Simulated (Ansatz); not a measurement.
# AlN (P6_3mc): polarisation and piezoelectric response, part 2 of 2

Aim: the Berry-phase polarisation of AlN (P6_3mc) and its elastic and piezoelectric constants.

Ansatz 0.2.0; DFT PBEsol, scalar-relativistic, plane waves, PAW. The steps go on from the part before.

### Step 3. Elastic and piezoelectric constants, atoms relaxed

File input.yaml:

```yaml
crystal:
  lattice:
    - [3.1138817556, 0.0, 0.0]
    - [-1.5569408778, 2.6967007047, 0.0]
    - [0.0, 0.0, 4.9834380166]
  atoms:
    - { symbol: Al, position: [0.3333333333, 0.6666666667, 0.001488971] }
    - { symbol: Al, position: [0.6666666667, 0.3333333333, 0.501488971] }
    - { symbol: "N", position: [0.3333333333, 0.6666666667, 0.383511029] }
    - { symbol: "N", position: [0.6666666667, 0.3333333333, 0.883511029] }
basis:
  ecutwfc: 420
  ecutrho_ratio: 4
kpoints:
  mp_grid: { grid: [12, 12, 8] }
hamiltonian:
  xc: pbesol
scf:
  occupations: { method: fixed }
output:
  forces: true
  stress: true
  eigenvalues: true
  polarization: {}
elastic:
  mode: relaxed_ion
  stencil: two_point
```

On the command line:

```
$ ansatz run input.yaml --threads 4 --pin off --max-ram 9216MiB --backend cpu --events-out ev --progress --plain --runs-dir out
```

Log:

```text
Warning: RAYON_NUM_THREADS=4 ignored (pool sized by the plan → 4); use --threads N
[... 7 set-up lines as earlier in the session ...]
Crystal: 4 atoms, lattice volume = 41.847 Å³
Basis set: ecut = 420 eV, 809 PW (Γ), exchange–correlation on 48×48×72 points (8 copies of the dense FFT grid, shifted against one another)
Bands: 12, of which v1, the nominal top of the filled ones, is band 8 counted from 1 (7 counted from 0)
[... 2 set-up lines as earlier in the session ...]
k-points: 95 of 1152 (time reversal used)
[... 10 set-up lines as earlier in the session ...]
SCF iter   1: F=—  HF=-1811.930606 eV  |F-HF|=—  |Δ(HF+E_count)|=         —  Δρ=1.04e-2  dr2=4.80e-2  ethr=1.77e-3  ⟨swp⟩=4.9  Hψ=6322  notcnv=0  defer=174
preconditioner: auto → none  [insulator: Δε(μ)=4.014 eV  Ē_g=12.942 eV  n_scr=2 (ndim 8)  ℏωp=23.0 eV  f_vac=0.000  ε∞_Penn≈4.1]
SCF iter   2: F=—  HF=-1811.918729 eV  |F-HF|=—  |Δ(HF+E_count)|=   1.19e-2  Δρ=4.40e-3  dr2=6.21e-3  ethr=3.00e-4  ⟨swp⟩=2.6  Hψ=2725  notcnv=0  defer=190
SCF iter   3: F=—  HF=-1811.916796 eV  |F-HF|=—  |Δ(HF+E_count)|=   1.93e-3  Δρ=6.25e-4  dr2=8.68e-5  ethr=3.88e-5  ⟨swp⟩=2.1  Hψ=1907  notcnv=0  defer=190
SCF iter   4: F=—  HF=-1811.916670 eV  |F-HF|=—  |Δ(HF+E_count)|=   1.26e-4  Δρ=6.19e-5  dr2=5.87e-7  ethr=5.43e-7  ⟨swp⟩=2.2  Hψ=1843  notcnv=0  defer=87
SCF iter   5: F=—  HF=-1811.916670 eV  |F-HF|=—  |Δ(HF+E_count)|=   1.96e-7  Δρ=8.24e-6  dr2=1.13e-8  ethr=3.67e-9  ⟨swp⟩=2.1  Hψ=1880  notcnv=0  defer=8
SCF iter   6: F=—  HF=-1811.916670 eV  |F-HF|=—  |Δ(HF+E_count)|=   5.48e-9  Δρ=6.84e-7  dr2=7.11e-11  ethr=7.08e-11  ⟨swp⟩=2.2  Hψ=1894  notcnv=0  defer=8
SCF iter   7: F=—  HF=-1811.916670 eV  |F-HF|=—  |Δ(HF+E_count)|=  5.78e-11  Δρ=9.72e-8  dr2=2.83e-12  ethr=4.45e-13 (applied; sched 1.00e-12)  ⟨swp⟩=2.6  Hψ=2022  notcnv=0  defer=8
SCF iter   8: F=-1811.916670 eV  HF=-1811.916670 eV  |F-HF|=2.27e-13  |Δ(HF+E_count)|=  6.82e-13  Δρ=1.43e-8  dr2=3.85e-14  ethr=1.00e-12  ⟨swp⟩=4.5  Hψ=6657  notcnv=0
SCF 1 converged in 8 iterations: F = -1811.916670 eV  dr2 = 3.85e-14
relax step   1: F+E_penalty+E_count = -1811.91666974 eV  Δ(F+E_penalty+E_count) = +0.000e0 eV  max|allowed force component| = 1.728e-3 eV/Å  Δτ_max = 0.0000 Å  (8 SCF iters, accepted)
Initial density: handed on by an earlier stage of this run
Initial wavefunctions: pseudopotential atomic-orbital guess (no wavefunctions were taken with the density)
iter 1 solved again at ethr=7.60e-9 eV; its pass at ethr=3.10e-3 eV (dr2=1.22e-6 eV) is discarded
SCF iter   1: F=—  HF=-1811.916802 eV  |F-HF|=—  |Δ(HF+E_count)|=         —  Δρ=3.30e-5  dr2=3.87e-7  ethr=7.60e-9  ⟨swp⟩=3.2  Hψ=9769  notcnv=0  defer=190
preconditioner: auto → none  [insulator: Δε(μ)=4.094 eV  Ē_g=13.013 eV  n_scr=2 (ndim 8)  ℏωp=23.0 eV  f_vac=0.000  ε∞_Penn≈4.1]
SCF iter   2: F=—  HF=-1811.916670 eV  |F-HF|=—  |Δ(HF+E_count)|=   1.32e-4  Δρ=6.43e-6  dr2=1.43e-8  ethr=2.42e-9  ⟨swp⟩=2.0  Hψ=1900  notcnv=0  defer=190
SCF iter   3: F=—  HF=-1811.916670 eV  |F-HF|=—  |Δ(HF+E_count)|=   6.20e-9  Δρ=1.34e-6  dr2=1.28e-10  ethr=8.95e-11  ⟨swp⟩=2.1  Hψ=1750  notcnv=0  defer=190
SCF iter   4: F=—  HF=-1811.916670 eV  |F-HF|=—  |Δ(HF+E_count)|=  1.12e-10  Δρ=3.56e-7  dr2=2.50e-11  ethr=7.99e-13 (applied; sched 1.00e-12)  ⟨swp⟩=2.5  Hψ=1868  notcnv=0  defer=190
SCF iter   5: F=—  HF=-1811.916670 eV  |F-HF|=—  |Δ(HF+E_count)|=  9.09e-13  Δρ=1.36e-7  dr2=4.41e-12  ethr=1.56e-13 (applied; sched 1.00e-12)  ⟨swp⟩=2.0  Hψ=1816  notcnv=0  defer=190
SCF iter   6: F=—  HF=-1811.916670 eV  |F-HF|=—  |Δ(HF+E_count)|=  4.55e-13  Δρ=3.21e-8  dr2=1.11e-13  ethr=2.76e-14 (applied; sched 1.00e-12)  ⟨swp⟩=2.1  Hψ=1690  notcnv=0  defer=190
SCF iter   7: F=-1811.916670 eV  HF=-1811.916670 eV  |F-HF|=2.27e-13  |Δ(HF+E_count)|=  2.27e-13  Δρ=1.82e-9  dr2=3.77e-16  ethr=1.00e-12  ⟨swp⟩=3.1  Hψ=3070  notcnv=0
SCF 2 converged in 7 iterations: F = -1811.916670 eV  dr2 = 3.77e-16
relax step   2: F+E_penalty+E_count = -1811.91666985 eV  Δ(F+E_penalty+E_count) = -1.088e-7 eV  max|allowed force component| = 1.279e-3 eV/Å  Δτ_max = 0.0000 Å  (7 SCF iters, accepted)
Initial wavefunctions: those handed on with the density
iter 1 solved again at ethr=2.50e-10 eV; its pass at ethr=3.10e-3 eV (dr2=4.00e-8 eV) is discarded
SCF iter   1: F=—  HF=-1811.916802 eV  |F-HF|=—  |Δ(HF+E_count)|=         —  Δρ=1.21e-5  dr2=5.30e-8  ethr=2.50e-10  ⟨swp⟩=2.2  Hψ=6692  notcnv=0  defer=19
SCF iter   2: F=—  HF=-1811.916670 eV  |F-HF|=—  |Δ(HF+E_count)|=   1.32e-4  Δρ=3.04e-6  dr2=2.64e-9  ethr=2.50e-10  ⟨swp⟩=2.0  Hψ=1900  notcnv=0  defer=19
SCF iter   3: F=—  HF=-1811.916670 eV  |F-HF|=—  |Δ(HF+E_count)|=  1.91e-10  Δρ=9.89e-7  dr2=1.88e-10  ethr=1.65e-11  ⟨swp⟩=2.0  Hψ=1784  notcnv=0  defer=19
SCF iter   4: F=—  HF=-1811.916670 eV  |F-HF|=—  |Δ(HF+E_count)|=  4.98e-11  Δρ=2.73e-7  dr2=2.79e-11  ethr=1.18e-12  ⟨swp⟩=2.3  Hψ=1911  notcnv=0  defer=19
SCF iter   5: F=—  HF=-1811.916670 eV  |F-HF|=—  |Δ(HF+E_count)|=  7.73e-12  Δρ=6.07e-8  dr2=9.31e-13  ethr=1.75e-13 (applied; sched 1.00e-12)  ⟨swp⟩=2.1  Hψ=1750  notcnv=0  defer=19
SCF iter   6: F=-1811.916670 eV  HF=-1811.916670 eV  |F-HF|=0.00e0  |Δ(HF+E_count)|=  9.09e-13  Δρ=1.74e-8  dr2=3.45e-14  ethr=1.00e-12  ⟨swp⟩=4.0  Hψ=3704  notcnv=0
SCF 3 converged in 6 iterations: F = -1811.916670 eV  dr2 = 3.45e-14
relax step   3: F+E_penalty+E_count = -1811.91666998 eV  Δ(F+E_penalty+E_count) = -1.317e-7 eV  max|allowed force component| = 5.315e-7 eV/Å  Δτ_max = 0.0001 Å  (6 SCF iters, accepted)
[... from here on, the SCF cycles and remarks between the steps are left out ...]
relax step   1: F+E_penalty+E_count = -1811.91644132 eV  Δ(F+E_penalty+E_count) = +0.000e0 eV  max|allowed force component| = 2.111e-2 eV/Å  Δτ_max = 0.0000 Å  (8 SCF iters, accepted)
relax step   2: F+E_penalty+E_count = -1811.91646049 eV  Δ(F+E_penalty+E_count) = -1.917e-5 eV  max|allowed force component| = 1.413e-2 eV/Å  Δτ_max = 0.0005 Å  (7 SCF iters, accepted)
relax step   3: F+E_penalty+E_count = -1811.91647917 eV  Δ(F+E_penalty+E_count) = -1.869e-5 eV  max|allowed force component| = 3.881e-4 eV/Å  Δτ_max = 0.0006 Å  (7 SCF iters, accepted)
relax step   4: F+E_penalty+E_count = -1811.91647919 eV  Δ(F+E_penalty+E_count) = -1.414e-8 eV  max|allowed force component| = 3.722e-6 eV/Å  Δτ_max = 0.0000 Å  (6 SCF iters, accepted)
relax step   1: F+E_penalty+E_count = -1811.91647273 eV  Δ(F+E_penalty+E_count) = +0.000e0 eV  max|allowed force component| = 2.070e-2 eV/Å  Δτ_max = 0.0000 Å  (8 SCF iters, accepted)
relax step   2: F+E_penalty+E_count = -1811.91649137 eV  Δ(F+E_penalty+E_count) = -1.864e-5 eV  max|allowed force component| = 1.385e-2 eV/Å  Δτ_max = 0.0005 Å  (8 SCF iters, accepted)
relax step   3: F+E_penalty+E_count = -1811.91650956 eV  Δ(F+E_penalty+E_count) = -1.819e-5 eV  max|allowed force component| = 6.080e-4 eV/Å  Δτ_max = 0.0007 Å  (7 SCF iters, accepted)
relax step   4: F+E_penalty+E_count = -1811.91650958 eV  Δ(F+E_penalty+E_count) = -1.925e-8 eV  max|allowed force component| = 2.795e-4 eV/Å  Δτ_max = 0.0000 Å  (7 SCF iters, accepted)
relax step   5: F+E_penalty+E_count = -1811.91650960 eV  Δ(F+E_penalty+E_count) = -2.082e-8 eV  max|allowed force component| = 4.358e-6 eV/Å  Δτ_max = 0.0001 Å  (6 SCF iters, accepted)
relax step   1: F+E_penalty+E_count = -1811.91641640 eV  Δ(F+E_penalty+E_count) = +0.000e0 eV  max|allowed force component| = 2.487e-2 eV/Å  Δτ_max = 0.0000 Å  (8 SCF iters, accepted)
relax step   2: F+E_penalty+E_count = -1811.91643868 eV  Δ(F+E_penalty+E_count) = -2.228e-5 eV  max|allowed force component| = 1.837e-2 eV/Å  Δτ_max = 0.0003 Å  (7 SCF iters, accepted)
relax step   3: F+E_penalty+E_count = -1811.91646558 eV  Δ(F+E_penalty+E_count) = -2.690e-5 eV  max|allowed force component| = 1.028e-4 eV/Å  Δτ_max = 0.0007 Å  (7 SCF iters, accepted)
relax step   4: F+E_penalty+E_count = -1811.91646558 eV  Δ(F+E_penalty+E_count) = +2.891e-9 eV  max|allowed force component| = 2.160e-4 eV/Å  Δτ_max = 0.0000 Å  (7 SCF iters, rejected (line search))
relax step   5: F+E_penalty+E_count = -1811.91646558 eV  Δ(F+E_penalty+E_count) = -8.476e-10 eV  max|allowed force component| = 1.694e-7 eV/Å  Δτ_max = 0.0000 Å  (7 SCF iters, accepted)
relax step   1: F+E_penalty+E_count = -1811.91646085 eV  Δ(F+E_penalty+E_count) = +0.000e0 eV  max|allowed force component| = 2.392e-2 eV/Å  Δτ_max = 0.0000 Å  (8 SCF iters, accepted)
relax step   2: F+E_penalty+E_count = -1811.91648191 eV  Δ(F+E_penalty+E_count) = -2.106e-5 eV  max|allowed force component| = 1.773e-2 eV/Å  Δτ_max = 0.0003 Å  (7 SCF iters, accepted)
relax step   3: F+E_penalty+E_count = -1811.91650748 eV  Δ(F+E_penalty+E_count) = -2.557e-5 eV  max|allowed force component| = 9.842e-5 eV/Å  Δτ_max = 0.0007 Å  (7 SCF iters, accepted)
relax step   4: F+E_penalty+E_count = -1811.91650748 eV  Δ(F+E_penalty+E_count) = -7.071e-11 eV  max|allowed force component| = 9.381e-5 eV/Å  Δτ_max = 0.0000 Å  (7 SCF iters, accepted)
relax step   5: F+E_penalty+E_count = -1811.91650748 eV  Δ(F+E_penalty+E_count) = -7.121e-10 eV  max|allowed force component| = 6.466e-8 eV/Å  Δτ_max = 0.0000 Å  (8 SCF iters, accepted)
relax step   1: F+E_penalty+E_count = -1811.91660410 eV  Δ(F+E_penalty+E_count) = +0.000e0 eV  max|allowed force component| = 1.064e-2 eV/Å  Δτ_max = 0.0000 Å  (9 SCF iters, accepted)
relax step   2: F+E_penalty+E_count = -1811.91660782 eV  Δ(F+E_penalty+E_count) = -3.720e-6 eV  max|allowed force component| = 7.548e-3 eV/Å  Δτ_max = 0.0001 Å  (7 SCF iters, accepted)
relax step   3: F+E_penalty+E_count = -1811.91661161 eV  Δ(F+E_penalty+E_count) = -3.787e-6 eV  max|allowed force component| = 1.415e-5 eV/Å  Δτ_max = 0.0003 Å  (7 SCF iters, accepted)
relax step   1: F+E_penalty+E_count = -1811.91660410 eV  Δ(F+E_penalty+E_count) = +0.000e0 eV  max|allowed force component| = 1.064e-2 eV/Å  Δτ_max = 0.0000 Å  (9 SCF iters, accepted)
relax step   2: F+E_penalty+E_count = -1811.91660782 eV  Δ(F+E_penalty+E_count) = -3.720e-6 eV  max|allowed force component| = 7.548e-3 eV/Å  Δτ_max = 0.0001 Å  (7 SCF iters, accepted)
SCF iter   1: F=—  HF=-1811.916745 eV  |F-HF|=—  |Δ(HF+E_count)|=         —  Δρ=5.28e-5  dr2=1.17e-6  ethr=7.36e-8  ⟨swp⟩=4.0  Hψ=17017  notcnv=0  defer=540
SCF iter   2: F=—  HF=-1811.916612 eV  |F-HF|=—  |Δ(HF+E_count)|=   1.33e-4  Δρ=1.61e-5  dr2=8.99e-8  ethr=7.29e-9  ⟨swp⟩=2.4  Hψ=8684  notcnv=0
SCF iter   3: F=—  HF=-1811.916612 eV  |F-HF|=—  |Δ(HF+E_count)|=   2.36e-8  Δρ=3.34e-6  dr2=1.94e-9  ethr=5.62e-10  ⟨swp⟩=2.7  Hψ=6077  notcnv=0
SCF iter   4: F=—  HF=-1811.916612 eV  |F-HF|=—  |Δ(HF+E_count)|=  3.00e-10  Δρ=4.03e-7  dr2=4.69e-11  ethr=1.21e-11  ⟨swp⟩=2.0  Hψ=6211  notcnv=0
SCF iter   5: F=—  HF=-1811.916612 eV  |F-HF|=—  |Δ(HF+E_count)|=  4.55e-12  Δρ=1.93e-7  dr2=1.13e-11  ethr=2.93e-13 (applied; sched 1.00e-12)  ⟨swp⟩=2.0  Hψ=6141  notcnv=0
SCF iter   6: F=—  HF=-1811.916612 eV  |F-HF|=—  |Δ(HF+E_count)|=  2.27e-12  Δρ=5.75e-8  dr2=5.50e-13  ethr=7.07e-14 (applied; sched 1.00e-12)  ⟨swp⟩=2.0  Hψ=5857  notcnv=0
SCF iter   7: F=-1811.916612 eV  HF=-1811.916612 eV  |F-HF|=2.27e-13  |Δ(HF+E_count)|=    0.00e0  Δρ=1.27e-8  dr2=2.84e-14  ethr=1.00e-12  ⟨swp⟩=4.0  Hψ=12244  notcnv=0
SCF 34 converged in 7 iterations: F = -1811.916612 eV  dr2 = 2.84e-14
relax step   3: F+E_penalty+E_count = -1811.91661161 eV  Δ(F+E_penalty+E_count) = -3.787e-6 eV  max|allowed force component| = 1.416e-5 eV/Å  Δτ_max = 0.0003 Å  (7 SCF iters, accepted)
iter 1 solved again at ethr=8.93e-12 eV; its pass at ethr=3.10e-3 eV (dr2=1.43e-9 eV) is discarded
SCF iter   1: F=—  HF=-1811.916744 eV  |F-HF|=—  |Δ(HF+E_count)|=         —  Δρ=3.75e-6  dr2=1.71e-9  ethr=8.93e-12  ⟨swp⟩=2.1  Hψ=22914  notcnv=0
SCF iter   2: F=—  HF=-1811.916612 eV  |F-HF|=—  |Δ(HF+E_count)|=   1.32e-4  Δρ=1.94e-6  dr2=5.40e-10  ethr=8.93e-12  ⟨swp⟩=3.5  Hψ=8699  notcnv=0
SCF iter   3: F=—  HF=-1811.916612 eV  |F-HF|=—  |Δ(HF+E_count)|=  6.59e-11  Δρ=1.28e-6  dr2=2.12e-10  ethr=3.38e-12  ⟨swp⟩=1.0  Hψ=3840  notcnv=0
SCF iter   4: F=—  HF=-1811.916612 eV  |F-HF|=—  |Δ(HF+E_count)|=  4.27e-11  Δρ=8.47e-7  dr2=8.86e-11  ethr=1.33e-12  ⟨swp⟩=1.0  Hψ=3840  notcnv=0
SCF iter   5: F=—  HF=-1811.916612 eV  |F-HF|=—  |Δ(HF+E_count)|=  1.41e-11  Δρ=6.85e-7  dr2=5.72e-11  ethr=5.54e-13 (applied; sched 1.00e-12)  ⟨swp⟩=1.0  Hψ=3840  notcnv=0
SCF iter   6: F=—  HF=-1811.916612 eV  |F-HF|=—  |Δ(HF+E_count)|=  1.55e-11  Δρ=4.55e-7  dr2=2.51e-11  ethr=3.58e-13 (applied; sched 1.00e-12)  ⟨swp⟩=1.0  Hψ=3840  notcnv=0
SCF iter   7: F=—  HF=-1811.916612 eV  |F-HF|=—  |Δ(HF+E_count)|=  1.02e-11  Δρ=2.19e-7  dr2=5.83e-12  ethr=1.57e-13 (applied; sched 1.00e-12)  ⟨swp⟩=1.0  Hψ=3840  notcnv=0
SCF iter   8: F=—  HF=-1811.916612 eV  |F-HF|=—  |Δ(HF+E_count)|=  2.73e-12  Δρ=1.26e-7  dr2=1.95e-12  ethr=3.65e-14 (applied; sched 1.00e-12)  ⟨swp⟩=1.0  Hψ=3840  notcnv=0
SCF iter   9: F=—  HF=-1811.916612 eV  |F-HF|=—  |Δ(HF+E_count)|=  2.27e-13  Δρ=8.83e-8  dr2=9.44e-13  ethr=1.22e-14 (applied; sched 1.00e-12)  ⟨swp⟩=1.0  Hψ=3840  notcnv=0
SCF iter  10: F=-1811.916612 eV  HF=-1811.916612 eV  |F-HF|=4.55e-13  |Δ(HF+E_count)|=  4.55e-13  Δρ=3.20e-10  dr2=2.54e-17  ethr=1.00e-12  ⟨swp⟩=2.3  Hψ=13856  notcnv=0
SCF 35 converged in 10 iterations: F = -1811.916612 eV  dr2 = 2.54e-17
NSCF: frozen V_eff on 322 k-points
NSCF: frozen V_eff on 98 k-points
SCF converged after 10 iterations
Free energy (F): -1811.916670 eV
Harris-Foulkes:  -1811.916670 eV  (|F-HF|=4.55e-13)
Internal energy: -1811.916670 eV  (E = F + TS)
E sigma→0 (E₀):  -1811.916670 eV
Fermi energy:    7.040802 eV
--- Per-component energies (eV) ---
  E_band       = 28.517172
  E_kinetic    = 317.495015
  E_local      = -446.179926  (includes V_loc(G=0)·N_el)
  E_nonlocal   = 111.267349
  E_hartree    = 153.724596
  E_xc         = -201.378086
  E_vxc        = -214.925777  (∫ρ·V_xc dr)
  E_paw        = -1155.478630  (= ΣΔE_a)
  E_vpaw       = -46.588869  (= ΣTr[D̂ρ^β])
  E_aug_tail   = 0.000188  (compensation charges beyond the density's cutoff)
  E_ewald      = -591.461652
  E_core_change = 0.094476  (= ΣΔE_core)
  E_smearing   = -0.000000  (= −TS)
  E_closure    = 0.000000  (closes the sum)
  Σ components = -1811.916670   (vs F -1811.916670, Δ=0.00e0)
--- Forces (eV/Å), atoms counted from 1 ---
  atom   1  Al     0.00000000     0.00000000    -0.00000404
  atom   2  Al     0.00000000    -0.00000000    -0.00000404
  atom   3  N     -0.00000000    -0.00000000    -0.00000319
  atom   4  N      0.00000000     0.00000000    -0.00000319
  max |Σ_I F_I| component: 1.44e-5 eV/Å
--- Stress (GPa, compression-positive) ---
       -0.012192       0.000000      -0.000000
        0.000000      -0.012192      -0.000000
       -0.000000       0.000000       0.004138
  P = ⅓ Tr σ = -0.0067 GPa (-0.067 kbar)
--- Band table (eV; the first three rows and the last of 95) ---
  k-point 0: bands = ["-8.1122", "-5.9369", "0.9961", "6.1619", "6.1619", "6.8164", "6.8164", "7.0408", "11.1348", "13.5794", "17.5260", "18.0537"]
  k-point 1: bands = ["-8.0517", "-6.0594", "1.2110", "6.1858", "6.1858", "6.6781", "6.7898", "6.7898", "11.4345", "13.6200", "17.4220", "18.0314"]
  k-point 2: bands = ["-7.8734", "-6.3782", "1.8033", "5.8203", "6.2530", "6.2530", "6.7156", "6.7156", "12.1018", "13.6996", "17.1907", "18.0231"]
  k-point 94: bands = ["-5.5359", "-5.5359", "2.1652", "2.1652", "3.1279", "3.1279", "6.2396", "6.2396", "14.3196", "14.3196", "14.7371", "14.7371"]
--- Elastic constants: 3 strain directions × 2 members + reference (group order 12) ---
  dense FFT box of the reference and of every strained cell: 24×24×36
  strains applied: 11, 33, 23; error gains: componentwise 1.00 (the most a stress slope's error grows in a printed constant), spectral 1.41 (1 for all six strains in a standard setting)
  reference relaxed by the batch: 3 steps; max|allowed force component| 1.73e-3 eV/Å at the deck's positions, 5.31e-7 at the last accepted step, 4.24e-7 by the solve of record
  largest displacement 7.0e-5 Å; the constants are those of the deck's cell at these positions:
  atoms:
    - { symbol: Al, position: [0.3333333333333333, 0.6666666666666666, 0.0015029341574162918] }
    - { symbol: Al, position: [0.6666666666666666, 0.3333333333333333, 0.5015029341574163] }
    - { symbol: N, position: [0.3333333333333333, 0.6666666666666666, 0.3834970658425837] }
    - { symbol: N, position: [0.6666666666666666, 0.3333333333333333, 0.8834970658425839] }
  C = ∂σ_k/∂η_j (tension-positive GPa; Voigt order 11 22 33 23 13 12):
       378.375    136.239    106.570      0.000     -0.000      0.000
       136.239    378.375    106.570      0.000     -0.000     -0.000
       106.544    106.544    352.836      0.000     -0.000      0.000
        -0.000      0.000      0.000    111.061     -0.000     -0.000
         0.000      0.000      0.000      0.000    111.061     -0.000
        -0.000      0.000      0.000     -0.000      0.000    121.068
  reference stress σ⁰ (GPa):      0.012      0.012     -0.004     -0.000      0.000     -0.000
  C* (energy form; C + prestress term) asymmetry max|C*_kj − C*_jk| = 4.243e-2 GPa — a small one proves nothing (zero by symmetry where the batch's group is 432, −43m or m−3m); a large one is finite-difference/SCF noise where every solve meets its electron count
  moduli (Voigt/Reuss/Hill, GPa): K = 200.92/200.07/200.49   G = 119.32/118.72/119.02   E = 298.08   ν = 0.252
  mechanically stable: yes (min eigenvalue of sym C = 111.06 GPa)
  e, the proper piezoelectric tensor (elastic.mode: relaxed_ion; C/m²; rows x y z; Voigt order 11 22 33 23 13 12):
      -0.00000   -0.00000    0.00000    0.00000   -0.34571   -0.00000
       0.00000   -0.00000   -0.00000   -0.34571    0.00000    0.00000
      -0.64501   -0.64501    1.61127    0.00000   -0.00000    0.00000
  ±, each entry's uncertainty from the finite density of the strings (C/m²), an estimate: the size of the correction for it that the entry includes:
       0.00000    0.00000    0.00000    0.00000    0.00135    0.00000
       0.00000    0.00000    0.00000    0.00135    0.00000    0.00000
       0.00006    0.00006    0.00291    0.00000    0.00000    0.00000
  the group's symmetry takes up to 1.1e-7 C/m² out of the measured responses: error of the strings' finite density and of the mesh across them, as far as it breaks the symmetry (raise kpoints.mp_grid and any string_points); the largest step of a string from the reference is 0.009 rad
  strain η (Voigt 11):  stress-route row diagonal C_11 = 378.37 GPa, energy-path curvature d²(F+E_count+ΔE)/dδ²/Ω₀ = 378.46 GPa
         δ    σ_11 (GPa)             F (eV)   n_scf  n_hpsi   n_pw
    -2.000e-3      -0.7486       -1811.9164792      10   47955    834   relax 4 steps, max|allowed force component| 3.72e-6 eV/Å
     2.000e-3       0.7649       -1811.9165096      10   47935    834   relax 5 steps, max|allowed force component| 4.36e-6 eV/Å
  strain η (Voigt 33):  stress-route row diagonal C_33 = 352.84 GPa, energy-path curvature d²(F+E_count+ΔE)/dδ²/Ω₀ = 353.23 GPa
         δ    σ_33 (GPa)             F (eV)   n_scf  n_hpsi   n_pw
    -2.000e-3      -0.7095       -1811.9164656      10   21166    834   relax 5 steps, max|allowed force component| 1.69e-7 eV/Å
     2.000e-3       0.7018       -1811.9165075      10   21160    834   relax 5 steps, max|allowed force component| 6.47e-8 eV/Å
  strain η (Voigt 23):  stress-route row diagonal C_44 = 111.06 GPa, energy-path curvature d²(F+E_count+ΔE)/dδ²/Ω₀ = 111.21 GPa
         δ    σ_23 (GPa)             F (eV)   n_scf  n_hpsi   n_pw
    -2.000e-3      -0.2221       -1811.9166116      10   74892    834   relax 3 steps, max|allowed force component| 1.42e-5 eV/Å
     2.000e-3       0.2221       -1811.9166116      10   74945    834   relax 3 steps, max|allowed force component| 1.42e-5 eV/Å
--- Formal polarisation (Berry phase): one branch of a lattice of values; only differences between neighbouring runs are physical ---
  axis  mesh            electronic          ionic      p = total  spread (rad)  least overlap  resolved gap  δp at fixed H ≤   (phases in cycles; p mod 1; gap in eV; gap and δp judge the states as solved, not the mesh's step, its correction or the SCF's stop)
  b1    12×12×8         0.00000000     8.00000000     8.00000000      0.000000         0.9559        4.0940           1.3e-6
  b2    12×12×8         0.00000000     8.00000000     8.00000000      0.000000         0.9559        4.0940           1.3e-6
  b3    12×12×8        -0.14398631     7.84398826     7.70000196      0.021147         0.9652        4.0940           7.8e-7
  quantum along a1:   0.07441118 e/Å² =   119.219854 µC/cm²
  quantum along a2:   0.07441118 e/Å² =   119.219854 µC/cm²
  quantum along a3:   0.11908721 e/Å² =   190.798751 µC/cm²
  P = (  0.29764472,   0.51553578,   0.91697178) e/Å² = (  476.879414,   825.979375,  1469.150759) µC/cm²  (mod the quanta)
```

It took 3.1 min on 4 threads of Intel Xeon at 2.50GHz (Skylake/Cascade Lake), shared host; peak memory 0.62 GiB.

This gives: volume 10.462 Å³/atom, pressure -0.01 GPa, gap on the mesh 4.09 eV.

C in GPa, rows and columns xx, yy, zz, yz, xz, xy:

```
378.4 136.2 106.6   0.0   0.0   0.0
136.2 378.4 106.6   0.0   0.0   0.0
106.6 106.6 352.8   0.0   0.0   0.0
  0.0   0.0   0.0 111.1   0.0   0.0
  0.0   0.0   0.0   0.0 111.1   0.0
  0.0   0.0   0.0   0.0   0.0 121.1
```

```
modulus (GPa)  Voigt  Reuss   Hill
         bulk  200.9  200.1  200.5
        shear  119.3  118.7  119.0
```

Young's modulus along Cartesian directions: [100] 315, [010] 315, [001] 309, [110] 315, [101] 284, [011] 284, [111] 288 GPa.

Piezoelectric stress tensor, ions relaxed (C/m²):

|  | xx | yy | zz | yz | xz | xy |
| --- | --- | --- | --- | --- | --- | --- |
| x | 0.000 | 0.000 | 0.000 | 0.000 | -0.346 | 0.000 |
| y | 0.000 | 0.000 | 0.000 | -0.346 | 0.000 | 0.000 |
| z | -0.645 | -0.645 | 1.611 | 0.000 | 0.000 | 0.000 |

### Step 4. What came out

The summary covers parts 1 to 2.

```
                     quantity            value
                  K, G (Hill)     201, 119 GPa
largest piezoelectric element  e33 = 1.61 C/m²
```

What this shows: Only differences of the formal polarisation between neighbouring cells are physical. All eigenvalues of the tensor are positive, so the cell is mechanically stable. K/G = 1.68 lies under Pugh's 1.75, an empirical mark of brittle behaviour drawn from metals, and the universal anisotropy index of 0.03 is close to the isotropic zero. The largest piezoelectric element is e33 = 1.61 C/m². Signs follow the axes of the cell as typed: turning the polar axis over reverses them.
